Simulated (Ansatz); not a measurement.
# BaS: a single-point run

Wanted: a converged single-point run for BaS, and a check of what comes out. The structure is shown as the input types it. The cell is built on a prototype (zincblende) and needn't be the phase found in nature.

Method: density functional or hybrid calculation with the settings of its input, plane waves (as first typed), in Ansatz 0.2.0.

5 further runs of the same task are left out: 1 for a known fault of the program, 4 that didn't finish.

## 1. Starting point

Symmetry: F-43m, No. 216, cubic system. The conventional cell has a = 7.039 Å, b = 7.039 Å, c = 7.039 Å, α = 90.00°, β = 90.00°, γ = 90.00°. Ba (site symmetry -43m) is surrounded by 4 S at 3.05 Å. S (site symmetry -43m) is surrounded by 4 Ba at 3.05 Å.

The input asks for a charge of +2 e on the cell.

Structure file:

```
CELL_PARAMETERS angstrom
0.00000 3.51941 3.51941
3.51941 0.00000 3.51941
3.51941 3.51941 0.00000
ATOMIC_POSITIONS crystal
Ba 0.00000 0.00000 0.00000
S 0.25000 0.25000 0.25000
```

## 2. Input and run

Input file input.yaml:

```yaml
crystal:
  lattice:
    - [0.0, 3.5194117709, 3.5194117709]
    - [3.5194117709, 0.0, 3.5194117709]
    - [3.5194117709, 3.5194117709, 0.0]
  atoms:
    - { symbol: Ba, position: [0.0, 0.0, 0.0] }
    - { symbol: S, position: [0.25, 0.25, 0.25] }
kpoints:
  mp_grid: { grid: [4, 4, 4] }
hamiltonian:
  xc: pbe
scf:
  occupations: { method: fixed }
  n_extra_bands: 4
  max_iter: 53
output:
  forces: true
  stress: true
  eigenvalues: true
total_charge: 2
```

The run is started by

```
$ ansatz run input.yaml --threads 4 --pin off --max-ram 3686MiB --backend cpu --events-out ev --progress --plain --runs-dir out
```

Q: Will this input give a usable result? If not, why, and what should change?

This run ends as converged, with warnings (band overlap at count, metallic iterate, unresolved pair at count). Its log warns: «a fill by count may have filled part of one level: at k-index 3 the highest filled band, 1.002521 eV, and the lowest empty band, 1.002521 eV, stand 8.882e-16 eV apart ...»

The suspect setting: total_charge is 2. The typed charge changes the electron count, so this is no longer the system that was meant.

To check: delete total_charge (the default then holds).
